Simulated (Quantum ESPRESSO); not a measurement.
**What a tighter setting buys: conv_thr, Li2O (Fm-3m, 3 atoms in the cell)**

```xyz
3
Lattice="-2.3513 0.0000 2.3513 0.0000 2.3513 2.3513 -2.3513 2.3513 0.0000" Properties=species:S:1:pos:R:3 pbc="T T T"
Li    -3.5269     3.5269     3.5269
Li    -1.1756     1.1756     1.1756
O      0.0000     0.0000     0.0000
```

Computed with LDA (PW92), PseudoDojo standard norm-conserving (LDA) pseudopotentials (plane waves; Quantum ESPRESSO).

Base settings: ecutwfc = 85 Ry; occupations = fixed; potentials = {Li: Li.upf, O: O.upf}; K_POINTS = automatic 8 8 8 0 0 0; nbnd = 10; conv_thr = 1e-10 Ry; mixing_beta = 0.3.

Misses are taken against the tightest run, 7.3e-14 Ry, which need not be fully converged itself.

The count of work is k-points × plane waves × bands × iterations; it is no time, and leaves out set-up, grids and terms that scale otherwise. 

The starting cell comes from a database of computed structures (which also holds hypothetical and non-ambient phases and stackings), without a prior relaxation at this level. Its lattice was rescaled by a random factor within 2.5 % of one. In the base run, with a pressure of about -10 GPa the cell is away from its equilibrium volume at this level.

```tsv
conv_thr	pressure less reference (GPa)	count of work / reference
0.0073 Ry	0.74	0.29
0.00073 Ry	0.74	0.29
7.3e-05 Ry	0.74	0.29
7.3e-06 Ry	-0.12	0.50
7.3e-07 Ry	-0.12	0.50
7.3e-08 Ry	-0.01	0.64
7.3e-10 Ry	0.00	0.79
1e-10 Ry	0.00	0.79
7.3e-12 Ry	0.00	0.86
7.3e-14 Ry	0.00	1.0
```

Coarsest setting among those run that, with all tighter ones, holds the pressure within 0.5 GPa of the reference: 7.3e-06 Ry, off by 0.12 GPa; its saving against the reference is no more than about a factor of 2 in the count of work.

Coarsest setting among those run that, with all tighter ones, holds the pressure within 0.05 GPa of the reference: 7.3e-08 Ry, off by 0.012 GPa; its saving against the reference is no more than about a factor of 2 in the count of work.

The step from 0.0073 Ry to 7.3e-10 Ry: it takes the miss in the pressure from 0.74 to 0.001 GPa, for 2.8 times the count of work.
